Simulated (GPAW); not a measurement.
Here is a GPAW 26.7.0 calculation.

The input run.py:

```python
from ase.calculators.mixing import SumCalculator
from ase.eos import EquationOfState
from ase.io import Trajectory, read
from ase.units import GPa
from dftd3.ase import DFTD3
from gpaw import GPAW, PW, setup_paths

setup_paths.insert(0, '.')

atoms = read('RbBr.xyz')

traj = Trajectory('eos.traj', 'w')
volumes, energies = [], []
for x in [0.94, 0.96, 0.98, 1.0, 1.02, 1.04, 1.06]:
    a = atoms.copy()
    a.set_cell(atoms.cell * x**(1 / 3), scale_atoms=True)
    calc = GPAW(mode=PW(600),
                xc='BLYP',
                kpts={'size': (6, 6, 6), 'gamma': True},
                occupations={'name': 'fermi-dirac', 'width': 0.05},
                nbands=16,
                convergence={'density': 1e-05, 'energy': 1e-05},
                eigensolver='davidson',
                maxiter=150,
                txt=f'eos-{x:.2f}.txt')
    a.calc = SumCalculator([calc, DFTD3(method='blyp', damping='d3bj')])
    energies.append(a.get_potential_energy())
    volumes.append(a.get_volume())
    p = -a.get_stress()[:3].mean() / GPa
    calc.write(f'eos-{x:.2f}.gpw')
    traj.write(a)
    print(f'{x:.2f} {volumes[-1]:10.4f} A^3 {energies[-1]:14.6f} eV {p:9.3f} GPa', flush=True)

v0, e0, B = EquationOfState(volumes, energies, eos='birchmurnaghan').fit()
print(f'V0 = {v0:.4f} A^3, E0 = {e0:.6f} eV, B0 = {B / GPa:.2f} GPa')
```

RbBr.xyz

```xyz
2
Lattice="0.0000000000 3.4270000000 3.4270000000 3.4270000000 0.0000000000 3.4270000000 3.4270000000 3.4270000000 0.0000000000" Properties=species:S:1:pos:R:3 pbc="T T T"
Rb     0.0000000000      0.0000000000      0.0000000000
Br     3.4270000000      3.4270000000      3.4270000000
```

Potentials or basis: PAW data sets generated in the run's folder for this functional, pw.

The run is started by

```console
$ gpaw-setup -f BLYP Br Rb
$ OMP_NUM_THREADS=1 python run.py
```

(1) Estimate the equilibrium volume.

(2) What does it give for the bulk modulus?

Answers

(1) 40.26 Å³/atom.

(2) 14.9 GPa.
